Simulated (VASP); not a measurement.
Runs of VASP 6.6.1 on Mg. Symmetry: Im-3m, No. 229, cubic system. Conventional cell: a = 3.596 Å, b = 3.596 Å, c = 3.596 Å, α = 90.00°, β = 90.00°, γ = 90.00°. Mg (site symmetry m-3m) is surrounded by 8 Mg at 3.11 Å. The cell was built by a generator and needn't be a form met in nature.

```csv
level,cell,exchange at q = 0,grid for exact exchange (PRECFOCK),screening parameter,gap on the mesh (eV),pressure (GPa)
PBE,"Im-3m, 23.26 Å³/atom",-,-,-,none,-0.7
HSE06,"Im-3m, 22.66 Å³/atom",truncated,Normal,0.2079 1/A,none,-0.2
HSE06,"Im-3m, 23.05 Å³/atom",truncated,Normal,0.2079 1/A,none,-0.7
PBE,"Im-3m, 23.16 Å³/atom",-,-,-,none,(a)
```

Alike in all rows: task single point; potentials or basis VASP PAW PBE potentials, release 64 (Mg); no spin polarisation; k mesh 8 × 8 × 8; cutoff (eV) 520; smearing gaussian 0.05 eV.

Q: Estimate the missing entries.

A: (a) -0.6.

Caveats: the PAW data sets were made with another functional, which shifts forces and pressure a little (some runs).

A gap of «none» marks a metal or a gap under the smearing width.
